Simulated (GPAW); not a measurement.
Set up this calculation in GPAW 26.7.0, as an ASE script.

* Task: single point
* Functional: PBEsol
* Potentials or basis: PAW data sets generated in the run's folder for this functional
* Cutoff: 600 eV
* Basis: pw
* k mesh: 11 × 11 × 11
* Occupations: fermi-dirac, width 0.05 eV
* Spin: no spin polarisation
* Maxiter: 150

The system is Ag.

```
Ag
1.0
    -0.00622    2.03863    2.06720
     2.01497    0.04695    2.01403
     2.08560    2.05608   -0.02368
Ag
1
Cartesian
  0.0358 -0.0156 0.0623
```

The cell isn't the ideal one: cell strained at random at fixed volume.

These files were run (other wordings do the same):

run.py

```python
from ase import Atoms
from ase.dft.bandgap import bandgap
from ase.io import write
from ase.units import GPa
from gpaw import GPAW, PW, setup_paths

setup_paths.insert(0, '.')

atoms = Atoms(['Ag'],
              cell=[[-0.006223, 2.038628, 2.0672],
                    [2.014973, 0.046946, 2.01403],
                    [2.085595, 2.05608, -0.023676]],
              scaled_positions=[[0.002206, 0.028552, -0.010434]],
              pbc=True)

calc = GPAW(mode=PW(600),
            xc='PBEsol',
            kpts={'size': (11, 11, 11), 'gamma': True},
            occupations={'name': 'fermi-dirac', 'width': 0.05},
            nbands=18,
            convergence={'density': 1e-05, 'energy': 1e-05},
            maxiter=150,
            txt='gpaw.txt')
atoms.calc = calc
energy = atoms.get_potential_energy()
forces = atoms.get_forces()
stress = atoms.get_stress()
calc.write('gs.gpw')
write('result.traj', atoms)
print(f'Energy: {energy:.6f} eV')
print('Forces (eV/A):')
print(forces.round(4))
print('Stress (GPa):', (stress / GPa).round(3))
print('Fermi level:', round(calc.get_fermi_level(), 4), 'eV')
print(f'Gap: {bandgap(calc)[0]:.4f} eV, direct: {bandgap(calc, direct=True)[0]:.4f} eV')
```

Potentials or basis: PAW data sets generated in the run's folder for this functional, pw.

Command:

```console
$ gpaw-setup -f PBEsol Ag
$ OMP_NUM_THREADS=1 python run.py
```

It gave:

The pressure is -2.5 GPa and the band gap on the k mesh is none (metal or under the smearing width).

Run time: 120 s on 1 thread of Arm Neoverse V2, on a shared host, peak memory 0.3 GiB.
